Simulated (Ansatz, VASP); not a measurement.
# Two plane-wave programs on SrO

Contents of INCAR:

```
PREC = Accurate ; ENCUT = 520
EDIFF = 1E-6 ; ISMEAR = 0
SIGMA = 0.05 ; LREAL = False
LASPH = True ; NELM = 100
ALGO = Fast ; ISIF = 2
LWAVE = False ; LCHARG = False
GGA = PS ; NBANDS = 15
```

File KPOINTS:

```
Automatic mesh
0
Gamma
  8 8 8
```

The input POSCAR:

```
SrO
1.0
    0.0000000000      2.5698000000      2.5698000000
    2.5698000000      0.0000000000      2.5698000000
    2.5698000000      2.5698000000      0.0000000000
Sr O
1 1
Direct
   -0.0729628765     -0.0729628765      0.0729628765
    0.5000000000      0.5000000000      0.5000000000
```

Input for Ansatz:

```yaml
crystal:
  lattice:
    - [0.0, 2.5698, 2.5698]
    - [2.5698, 0.0, 2.5698]
    - [2.5698, 2.5698, 0.0]
  atoms:
    - { symbol: Sr, position: [-0.0729628765, -0.0729628765, 0.0729628765] }
    - { symbol: O, position: [0.5, 0.5, 0.5] }
basis:
  ecutwfc: 420
kpoints:
  mp_grid: { grid: [8, 8, 8] }
hamiltonian:
  xc: pbesol
scf:
  occupations: { method: gaussian, width: 0.05 }
output:
  forces: true
  stress: true
  eigenvalues: true
```

Change from the starting cell: all Sr atoms moved +0.375 Å, as atom 1 towards its neighbour atom 2 (O) at 2.570 Å.

Alike in both runs: task single point; functional PBEsol; k mesh 8 × 8 × 8; occupations gaussian, width 0.05 eV; no spin polarisation.

```csv
,VASP,Ansatz
version,VASP 6.6.1,Ansatz 0.2.0
potentials or method,"VASP PAW PBE potentials, release 64 (Sr_sv, O)","scalar-relativistic, plane waves, PAW"
plane-wave cutoff (eV),520,420
valence electrons in the cell,16,16
```

VASP gave:

| Item | Value |
| --- | --- |
| gap on the k mesh at the Fermi level (eV) | 3.22 |
| least direct gap on the mesh (eV) | 3.35 |
| pressure (GPa) | 4.4 |
| largest component of the traceless stress (GPa) | 11.47 |
| rms of the force components (eV/Å) | 1.002 |

Problem. Estimate Ansatz's values.

Solution. gap on the k mesh at the Fermi level (eV): 3.26; least direct gap on the mesh (eV): 3.38; pressure (GPa): 3.6; largest component of the traceless stress (GPa): 10.78; rms of the force components (eV/Å): 0.939.

Atom by atom the forces differ by 0.062 eV/Å (rms over components).

Caveats: the PAW data sets were made with another functional, which shifts forces and pressure a little (VASP). A k mesh can miss the band edges.
